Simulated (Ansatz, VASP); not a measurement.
# Ru (zigzag Ru chain, bond 2.672 A): VASP beside Ansatz, part 2 of 2

Wanted: the spread between two codes on one cell, functional and k mesh.

VASP 6.6.1 and Ansatz 0.2.0.

So far: Starting point; Ansatz: single point, PBEsol, DFT+U.

### Step 3. VASP: single point, PBEsol, DFT+U

Level of this step: PBEsol, DFT+U (Ru d 2 eV), spin-polarised from a ferrimagnetic start; plane waves and PAW (Ru_pv) (VASP).

The same cell, functional, mesh and smearing now go to VASP, with its own data sets and cutoff.

Lines of VASP's logs that name or quote its potential files are left out, and so is its time.

INCAR reads:

```
SYSTEM = Ru
PREC = Normal
ENCUT = 350
EDIFF = 1E-06
NELM = 150
ISMEAR = 1
SIGMA = 0.05
LREAL = .FALSE.
ALGO = Normal
GGA = PS
NBANDS = 42
ISPIN = 2
MAGMOM = 1 1 1 -1
LDAU = .TRUE.
LDAUTYPE = 2
LDAUL = 2
LDAUU = 2
LDAUJ = 0
LDAUPRINT = 1
LASPH = .TRUE.
LMAXMIX = 4
LORBIT = 11
LWAVE = .FALSE.
LCHARG = .FALSE.
NCORE = 2
AMIX = 0.2
BMIX = 1E-04
AMIX_MAG = 0.8
BMIX_MAG = 1E-04
```

POSCAR reads:

```
Ru
1.0
   12.0000000000      0.0000000000      0.0000000000
    0.0000000000     12.0000000000      0.0000000000
    0.0000000000      0.0000000000      6.4128000000
Ru
4
Direct
    0.4109333333      0.5000000000      0.0000000000
    0.4109333333      0.5000000000      0.5000000000
    0.5890666667      0.5000000000      0.2500000000
    0.5890666667      0.5000000000      0.7500000000
```

KPOINTS reads:

```
Automatic mesh
0
Gamma
1 1 7
0 0 0
```

Potentials, in the order of the species: Ru_pv (PBE family, release 64).

Command:

```console
$ mpirun -np 2 vasp_std
```

Numbers of over 12 decimals in the logs are rounded to 6 here.

The program printed:

```text
[banner, memory and clock lines left out]
running    2 mpi-ranks, on    1 nodes
 distrk:  each k-point on    2 cores,    1 groups
 distr:  one band on    2 cores,    1 groups

 POSCAR found type information on POSCAR Ru
 POSCAR found :  1 types and       4 ions
|                                                                             |
|               ----> ADVICE to this user running VASP <----                  |
|                                                                             |
|     You enforced a specific xc type in the INCAR file but a different       |
|     [... a line on the potential file left out ...]
|     I HOPE YOU KNOW WHAT YOU ARE DOING!                                     |
|                                                                             |

 LDA part: xc-table for (Slater+PW92), standard interpolation
 POSCAR, INCAR and KPOINTS ok, starting setup
 FFT: planning ... GRIDC
 FFT: planning ... GRID_SOFT
 FFT: planning ... GRID
 WAVECAR not read
 entering main loop
       N       E                     dE             d eps       ncg     rms          rms(c)
DAV:   1     0.252628173734E+03    0.25263E+03   -0.23913E+04   928   0.690E+02
DAV:   2     0.151010732453E+02   -0.23753E+03   -0.22159E+03   906   0.184E+02
DAV:   3    -0.126809767101E+02   -0.27782E+02   -0.25415E+02   880   0.455E+01
DAV:   4    -0.134482484654E+02   -0.76727E+00   -0.74725E+00   762   0.731E+00
DAV:   5    -0.134732543640E+02   -0.25006E-01   -0.24960E-01   890   0.127E+00    0.929E+00
DAV:   6    -0.133745213325E+02    0.98733E-01   -0.40953E+00   684   0.872E+00    0.773E+00
DAV:   7    -0.142956654082E+02   -0.92114E+00   -0.35140E+00   748   0.105E+01    0.957E+00
DAV:   8    -0.143119876157E+02   -0.16322E-01   -0.29299E+00   754   0.738E+00    0.570E+00
DAV:   9    -0.145088886392E+02   -0.19690E+00   -0.36646E-01   736   0.425E+00    0.407E+00
DAV:  10    -0.145689094637E+02   -0.60021E-01   -0.25057E-01   764   0.255E+00    0.297E+00
DAV:  11    -0.146545835930E+02   -0.85674E-01   -0.20573E-01   728   0.203E+00    0.193E+00
DAV:  12    -0.146979148749E+02   -0.43331E-01   -0.48383E-02   752   0.898E-01    0.162E+00
DAV:  13    -0.147388598857E+02   -0.40945E-01   -0.81179E-02   724   0.682E-01    0.145E+00
DAV:  14    -0.148138509411E+02   -0.74991E-01   -0.69753E-02   682   0.139E+00    0.195E+00
[...]
DAV:  22    -0.149273445464E+02   -0.39479E-03   -0.90511E-04   718   0.198E-01    0.103E-01
DAV:  23    -0.149275206704E+02   -0.17612E-03   -0.37619E-04   706   0.985E-02    0.807E-02
DAV:  24    -0.149276226728E+02   -0.10200E-03   -0.11036E-04   720   0.602E-02    0.530E-02
DAV:  25    -0.149277126194E+02   -0.89947E-04   -0.50223E-05   772   0.332E-02    0.357E-02
DAV:  26    -0.149277761866E+02   -0.63567E-04   -0.67272E-05   732   0.366E-02    0.169E-02
DAV:  27    -0.149277908810E+02   -0.14694E-04   -0.15378E-05   738   0.170E-02    0.990E-03
DAV:  28    -0.149277937709E+02   -0.28899E-05   -0.49439E-06   528   0.861E-03    0.663E-03
DAV:  29    -0.149277946999E+02   -0.92901E-06   -0.40725E-06   544   0.866E-03
   1 F= -.14927795E+02 E0= -.14927188E+02  d E =-.182057E-02  mag=     5.1461
```

OUTCAR, selected parts (step 3):

```text
ion  position               nearest neighbor table
   1  0.411  0.500  0.000-   3 2.67   4 2.67   2 3.21   2 3.21
   2  0.411  0.500  0.500-   3 2.67   4 2.67   1 3.21   1 3.21
   3  0.589  0.500  0.250-   1 2.67   2 2.67   4 3.21   4 3.21
   4  0.589  0.500  0.750-   1 2.67   2 2.67   3 3.21   3 3.21

  LATTYP: Found a simple tetragonal cell.
 ALAT       =    12.0000000000
 C/A-ratio  =     0.5344000000

 Subroutine GETGRP returns: Found  8 space group operations
 (whereof  4 operations were pure point group operations)

The static configuration has the point symmetry C_2v.
 The point group associated with its full space group is D_2h.

 Found      4 irreducible k-points:

   k-points           NKPTS =      4   k-points in BZ     NKDIM =      4   number of bands    NBANDS=     42

   dimension x,y,z NGX =    56 NGY =   56 NGZ =   30
   dimension x,y,z NGXF=   112 NGYF=  112 NGZF=   60

   ENCUT  =  350.0 eV  25.72 Ry    5.07 a.u.  18.31 18.31  9.78*2*pi/ulx,y,z

   NELECT =      56.0000    total number of electrons

 k-points in reciprocal lattice and weights: Automatic mesh
   0.00000000  0.00000000  0.00000000       0.143
   0.00000000  0.00000000  0.14285714       0.286
   0.00000000  0.00000000  0.28571429       0.286
   0.00000000  0.00000000  0.42857143       0.286

atom =   1  type =  1  l = 2

 onsite density matrix

spin component  1

  0.8328  0.0320  0.0000  0.0000  0.0000
  0.0320  0.8339  0.0000  0.0000  0.0000
  0.0000  0.0000  0.8119  0.0114  0.0242
  0.0000  0.0000  0.0114  0.7649 -0.0008
  0.0000  0.0000  0.0242 -0.0008  0.8606

spin component  2

  0.5215 -0.2823  0.0000  0.0000  0.0000
 -0.2823  0.5806  0.0000  0.0000  0.0000
  0.0000  0.0000  0.1942 -0.0674 -0.0998
  0.0000  0.0000 -0.0674  0.4731  0.1531
  0.0000  0.0000 -0.0998  0.1531  0.1431

 occupancies and eigenvectors

  o =  0.0465  v =  0.0000  0.0000  0.0000  0.0000  0.0000  0.0000  0.0000 -0.4696  0.2316 -0.8519      0.0000  0.0000  0.0000  0.0000  0.0000  0.0000  0.0000  0.0000  0.0000  0.0000
  o =  0.2032  v =  0.0000  0.0000  0.0000  0.0000  0.0000  0.0000  0.0000 -0.8413 -0.4099  0.3524      0.0000  0.0000  0.0000  0.0000  0.0000  0.0000  0.0000  0.0000  0.0000  0.0000
  o =  0.2672  v =  0.0000  0.0000  0.0000  0.0000  0.0000 -0.7430 -0.6693  0.0000  0.0000  0.0000      0.0000  0.0000  0.0000  0.0000  0.0000  0.0000  0.0000  0.0000  0.0000  0.0000
  o =  0.5608  v =  0.0000  0.0000  0.0000  0.0000  0.0000  0.0000  0.0000  0.2676 -0.8822 -0.3874      0.0000  0.0000  0.0000  0.0000  0.0000  0.0000  0.0000  0.0000  0.0000  0.0000
  o =  0.7618  v =  0.0000  0.0000  0.2533 -0.9649 -0.0697  0.0000  0.0000  0.0000  0.0000  0.0000      0.0000  0.0000  0.0000  0.0000  0.0000  0.0000  0.0000  0.0000  0.0000  0.0000
  o =  0.8014  v = -0.7129  0.7013  0.0000  0.0000  0.0000  0.0000  0.0000  0.0000  0.0000  0.0000      0.0000  0.0000  0.0000  0.0000  0.0000  0.0000  0.0000  0.0000  0.0000  0.0000
  o =  0.8048  v =  0.0000  0.0000 -0.8871 -0.2604  0.3811  0.0000  0.0000  0.0000  0.0000  0.0000      0.0000  0.0000  0.0000  0.0000  0.0000  0.0000  0.0000  0.0000  0.0000  0.0000
  o =  0.8349  v =  0.0000  0.0000  0.0000  0.0000  0.0000 -0.6693  0.7430  0.0000  0.0000  0.0000      0.0000  0.0000  0.0000  0.0000  0.0000  0.0000  0.0000  0.0000  0.0000  0.0000
  o =  0.8653  v =  0.7013  0.7129  0.0000  0.0000  0.0000  0.0000  0.0000  0.0000  0.0000  0.0000      0.0000  0.0000  0.0000  0.0000  0.0000  0.0000  0.0000  0.0000  0.0000  0.0000
  o =  0.8707  v =  0.0000  0.0000 -0.3859 -0.0347 -0.9219  0.0000  0.0000  0.0000  0.0000  0.0000      0.0000  0.0000  0.0000  0.0000  0.0000  0.0000  0.0000  0.0000  0.0000  0.0000

atom =   2  type =  1  l = 2

 onsite density matrix

spin component  1

  0.8328 -0.0320  0.0000  0.0000  0.0000
 -0.0320  0.8339  0.0000  0.0000  0.0000
  0.0000  0.0000  0.8119 -0.0114  0.0242
  0.0000  0.0000 -0.0114  0.7649  0.0008
  0.0000  0.0000  0.0242  0.0008  0.8606

spin component  2

  0.5215  0.2823  0.0000  0.0000  0.0000
  0.2823  0.5806  0.0000  0.0000  0.0000
  0.0000  0.0000  0.1942  0.0674 -0.0998
  0.0000  0.0000  0.0674  0.4731 -0.1531
  0.0000  0.0000 -0.0998 -0.1531  0.1431

 occupancies and eigenvectors

  o =  0.0465  v =  0.0000  0.0000  0.0000  0.0000  0.0000  0.0000  0.0000 -0.4696 -0.2316 -0.8519      0.0000  0.0000  0.0000  0.0000  0.0000  0.0000  0.0000  0.0000  0.0000  0.0000
  o =  0.2032  v =  0.0000  0.0000  0.0000  0.0000  0.0000  0.0000  0.0000  0.8413 -0.4099 -0.3524      0.0000  0.0000  0.0000  0.0000  0.0000  0.0000  0.0000  0.0000  0.0000  0.0000
  o =  0.2672  v =  0.0000  0.0000  0.0000  0.0000  0.0000 -0.7430  0.6693  0.0000  0.0000  0.0000      0.0000  0.0000  0.0000  0.0000  0.0000  0.0000  0.0000  0.0000  0.0000  0.0000
  o =  0.5608  v =  0.0000  0.0000  0.0000  0.0000  0.0000  0.0000  0.0000  0.2676  0.8822 -0.3874      0.0000  0.0000  0.0000  0.0000  0.0000  0.0000  0.0000  0.0000  0.0000  0.0000
[...]
o =  0.3763  v =  0.0000  0.0000  0.0000  0.0000  0.0000  1.0000  0.0000  0.0000  0.0000  0.0000      0.0000  0.0000  0.0000  0.0000  0.0000  0.0000  0.0000  0.0000  0.0000  0.0000
  o =  0.4016  v =  0.0000  0.0000  0.0000  0.0000  0.0000  0.0000  0.0000 -0.0000  1.0000  0.0000      0.0000  0.0000  0.0000  0.0000  0.0000  0.0000  0.0000  0.0000  0.0000  0.0000
  o =  0.6672  v =  0.0000  0.0000  0.0000  0.0000  0.0000  0.0000  1.0000  0.0000  0.0000  0.0000      0.0000  0.0000  0.0000  0.0000  0.0000  0.0000  0.0000  0.0000  0.0000  0.0000
  o =  0.7763  v =  0.0000  0.0000  0.0000 -1.0000  0.0000  0.0000  0.0000  0.0000  0.0000  0.0000      0.0000  0.0000  0.0000  0.0000  0.0000  0.0000  0.0000  0.0000  0.0000  0.0000
  o =  0.8282  v =  0.0000  0.0000 -0.9543  0.0000  0.2989  0.0000  0.0000  0.0000  0.0000  0.0000      0.0000  0.0000  0.0000  0.0000  0.0000  0.0000  0.0000  0.0000  0.0000  0.0000
  o =  0.8430  v =  0.0000  1.0000  0.0000  0.0000  0.0000  0.0000  0.0000  0.0000  0.0000  0.0000      0.0000  0.0000  0.0000  0.0000  0.0000  0.0000  0.0000  0.0000  0.0000  0.0000
  o =  0.8682  v =  1.0000  0.0000  0.0000  0.0000  0.0000  0.0000  0.0000  0.0000  0.0000  0.0000      0.0000  0.0000  0.0000  0.0000  0.0000  0.0000  0.0000  0.0000  0.0000  0.0000
  o =  0.8723  v =  0.0000  0.0000 -0.2989  0.0000 -0.9543  0.0000  0.0000  0.0000  0.0000  0.0000      0.0000  0.0000  0.0000  0.0000  0.0000  0.0000  0.0000  0.0000  0.0000  0.0000

atom =   4  type =  1  l = 2

 onsite density matrix

spin component  1

  0.0566  0.0000  0.0000  0.0000  0.0000
  0.0000  0.0413  0.0000  0.0000  0.0000
  0.0000  0.0000  0.3894  0.0000  0.2859
  0.0000  0.0000  0.0000  0.5645  0.0000
  0.0000  0.0000  0.2859  0.0000  0.6721

spin component  2

  0.8820  0.0000  0.0000  0.0000  0.0000
  0.0000  0.8776  0.0000  0.0000  0.0000
  0.0000  0.0000  0.8248  0.0000  0.0019
  0.0000  0.0000  0.0000  0.7839  0.0000
  0.0000  0.0000  0.0019  0.0000  0.8402

 occupancies and eigenvectors

  o =  0.0413  v =  0.0000  1.0000  0.0000  0.0000  0.0000  0.0000  0.0000  0.0000  0.0000  0.0000      0.0000  0.0000  0.0000  0.0000  0.0000  0.0000  0.0000  0.0000  0.0000  0.0000
  o =  0.0566  v =  1.0000  0.0000  0.0000  0.0000  0.0000  0.0000  0.0000  0.0000  0.0000  0.0000      0.0000  0.0000  0.0000  0.0000  0.0000  0.0000  0.0000  0.0000  0.0000  0.0000
  o =  0.2119  v =  0.0000  0.0000  0.8495  0.0000 -0.5276  0.0000  0.0000  0.0000  0.0000  0.0000      0.0000  0.0000  0.0000  0.0000  0.0000  0.0000  0.0000  0.0000  0.0000  0.0000
  o =  0.5645  v =  0.0000  0.0000 -0.0000  1.0000 -0.0000  0.0000  0.0000  0.0000  0.0000  0.0000      0.0000  0.0000  0.0000  0.0000  0.0000  0.0000  0.0000  0.0000  0.0000  0.0000
  o =  0.7839  v =  0.0000  0.0000  0.0000  0.0000  0.0000  0.0000  0.0000  0.0000 -1.0000  0.0000      0.0000  0.0000  0.0000  0.0000  0.0000  0.0000  0.0000  0.0000  0.0000  0.0000
  o =  0.8245  v =  0.0000  0.0000  0.0000  0.0000  0.0000  0.0000  0.0000 -0.9924  0.0000  0.1229      0.0000  0.0000  0.0000  0.0000  0.0000  0.0000  0.0000  0.0000  0.0000  0.0000
  o =  0.8404  v =  0.0000  0.0000  0.0000  0.0000  0.0000  0.0000  0.0000 -0.1229  0.0000 -0.9924      0.0000  0.0000  0.0000  0.0000  0.0000  0.0000  0.0000  0.0000  0.0000  0.0000
  o =  0.8496  v =  0.0000  0.0000  0.5276  0.0000  0.8495  0.0000  0.0000  0.0000  0.0000  0.0000      0.0000  0.0000  0.0000  0.0000  0.0000  0.0000  0.0000  0.0000  0.0000  0.0000
  o =  0.8776  v =  0.0000  0.0000  0.0000  0.0000  0.0000  0.0000  1.0000  0.0000  0.0000  0.0000      0.0000  0.0000  0.0000  0.0000  0.0000  0.0000  0.0000  0.0000  0.0000  0.0000
  o =  0.8820  v =  0.0000  0.0000  0.0000  0.0000  0.0000  1.0000  0.0000  0.0000  0.0000  0.0000      0.0000  0.0000  0.0000  0.0000  0.0000  0.0000  0.0000  0.0000  0.0000  0.0000

 average (electrostatic) potential at core
       1 -81.8936       2 -81.8936       3 -81.8970       4 -82.3084

 E-fermi :  -3.0605

 spin component 1
 k-point     1 :       0.0000    0.0000    0.0000
  band No.  band energies     occupation
    ...
     26      -4.5412      1.00000
     27      -4.3409      1.00000
     28      -4.1516      1.00000
     29      -3.7745      1.00000
     30      -3.3731      1.00000
     31      -2.7114     -0.00000
     32      -2.4869     -0.00000
     33      -2.1329     -0.00000
     34      -1.8579      0.00000
     35      -1.2723      0.00000
    ...

 k-point     2 :       0.0000    0.0000    0.1429
  band No.  band energies     occupation
    ...
     26      -4.5534      1.00000
     27      -4.3866      1.00000
     28      -4.2123      1.00000
     29      -3.7682      1.00000
     30      -3.3653      1.00000
     31      -2.8654     -0.00000
     32      -2.5077     -0.00000
     33      -2.1204     -0.00000
     34      -1.9385      0.00000
     35      -1.8701      0.00000
    ...

 k-point     3 :       0.0000    0.0000    0.2857
  band No.  band energies     occupation
    ...
     27      -4.4844      1.00000
     28      -4.3408      1.00000
     29      -3.7753      1.00000
     30      -3.5674      1.00000
     31      -3.1653      1.00580
     32      -2.6560     -0.00000
     33      -2.2274     -0.00000
     34      -2.1440     -0.00000
     35      -2.0010      0.00000
     36      -0.8294      0.00000
    ...

 k-point     4 :       0.0000    0.0000    0.4286
  band No.  band energies     occupation
    ...
     27      -4.5501      1.00000
     28      -4.4537      1.00000
     29      -4.1249      1.00000
     30      -3.7255      1.00000
     31      -3.3165      1.00000
     32      -2.7214     -0.00000
     33      -2.2023     -0.00000
     34      -2.0394      0.00000
     35      -1.9858      0.00000
     36      -1.4201      0.00000
    ...

 spin component 2
 k-point     1 :       0.0000    0.0000    0.0000
  band No.  band energies     occupation
    ...
     21      -4.1422      1.00000
     22      -3.7755      1.00000
     23      -3.6807      1.00000
     24      -3.5844      1.00000
     25      -3.2505      1.00000
     26      -2.3457     -0.00000
     27      -2.2812     -0.00000
     28      -2.1948     -0.00000
     29      -2.0639     -0.00000
     30      -1.9763      0.00000
    ...

 k-point     2 :       0.0000    0.0000    0.1429
  band No.  band energies     occupation
    ...
     21      -4.1180      1.00000
     22      -3.7844      1.00000
     23      -3.7549      1.00000
     24      -3.5614      1.00000
     25      -3.2741      1.00000
     26      -2.6065     -0.00000
     27      -2.2754     -0.00000
     28      -2.1186     -0.00000
     29      -2.1152     -0.00000
     30      -2.0020      0.00000
    ...

  Total       -9.3645791     -0.6346133    -14.8347872      0.0000000      0.0000000      0.0000000
  in kB      -16.2475790     -1.1010564    -25.7384101      0.0000000      0.0000000      0.0000000
  external PRESSURE =     -14.3623485 kB  Pullay stress =       0.0000000 kB

  energy-cutoff  :      350.00
  volume of cell :      923.44
      direct lattice vectors                 reciprocal lattice vectors
    12.000000000  0.000000000  0.000000000     0.083333333  0.000000000  0.000000000
     0.000000000 12.000000000  0.000000000     0.000000000  0.083333333  0.000000000
     0.000000000  0.000000000  6.412800000     0.000000000  0.000000000  0.155938124

 POSITION                                       TOTAL-FORCE (eV/Angst)
 -----------------------------------------------------------------------------------
      4.93120      6.00000      0.00000         2.036651      0.000000      0.876450
      4.93120      6.00000      3.20640         2.036651      0.000000     -0.876450
      7.06880      6.00000      1.60320        -2.711569      0.000000      0.000000
      7.06880      6.00000      4.80960        -1.361733      0.000000      0.000000
 -----------------------------------------------------------------------------------
    total drift:                               -0.000430      0.000000      0.000000

  FREE ENERGIE OF THE ION-ELECTRON SYSTEM (eV)
  ---------------------------------------------------
  free  energy   TOTEN  =       -14.9277946999 eV

  energy  without entropy=      -14.9259741291  energy(sigma->0) =      -14.92718784

 total charge
# of ion       s       p       d       tot
------------------------------------------
    1        0.299   6.034   5.977  12.310
    2        0.299   6.034   5.977  12.310
    3        0.317   6.037   5.948  12.301
    4        0.321   6.037   5.894  12.253
--------------------------------------------------
tot          1.237  24.142  23.795  49.174

 magnetization (x)
# of ion       s       p       d       tot
------------------------------------------
    1        0.051   0.013   2.181   2.245
    2        0.051   0.013   2.181   2.245
    3        0.066   0.010   2.378   2.454
    4       -0.083  -0.007  -2.472  -2.562
--------------------------------------------------
tot          0.085   0.030   4.267   4.382

[... 2 further parts left out ...]
```

A U on the itinerant d states of such a compound is hard to justify; it moves the bands at the Fermi level and favours large moments.

### Step 4. Comparison

Known differences besides the PAW data sets themselves: U acts on the PAW sphere in VASP and on atomic orbitals in Ansatz, so only states and trends compare; the data sets hold 64 valence electrons in Ansatz (default PAW (the set named soft_2) files) and 56 in VASP; the cutoff is 420 eV in Ansatz and 350 eV in VASP (PREC = Normal); Ansatz makes its cores anew for this functional, VASP keeps those of its PBE data sets; site moments are counted in spheres of each program's own size. Total energies have different zeros and are not compared.

Both answers:

```tsv
quantity	Ansatz	VASP	difference
total moment (μB)	5.14	5.15	0.00
moment on Ru4 (μB)	-2.27	-2.56	+0.29
moment on Ru3 (μB)	2.13	2.45	-0.32
moment on Ru2 (μB)	2.19	2.25	-0.05
moment on Ru1 (μB)	2.19	2.25	-0.05
```

Forces (eV/Å; atoms numbered as in POSCAR):

```tsv
atom	Ansatz x, y, z	VASP x, y, z
Ru1	1.624, 0.000, 0.837	2.037, 0.000, 0.876
Ru2	1.624, 0.000, -0.837	2.037, 0.000, -0.876
Ru3	-2.340, 0.000, 0.000	-2.712, 0.000, 0.000
Ru4	-0.908, 0.000, 0.000	-1.362, 0.000, 0.000
```

The forces differ by 239 meV/Å r.m.s., which is 19.0 % of the r.m.s. force of 1.26 eV/Å (both taken over all components).

### Step 5. Results

- difference in moment on Ru3 (single point, PBEsol, DFT+U): -0.32 μB

What this shows: The difference in moment on Ru3 is -0.32 μB (single point, PBEsol, DFT+U). How closely two codes agree says nothing of how well the functional describes the real material.

[Lines on the potential files, build, host, timing and source positions are cut from VASP's logs without a mark.]

[Logs are printed without paths, hosts, clocks, repeated set-up lines and the standing remarks that a program may print on its own settings, such as how far it seeks lower states.]

[Hosts, paths, dates, database ids (printed as entryN), source tags and the programs' standing remarks are cut or masked in the printed files.]
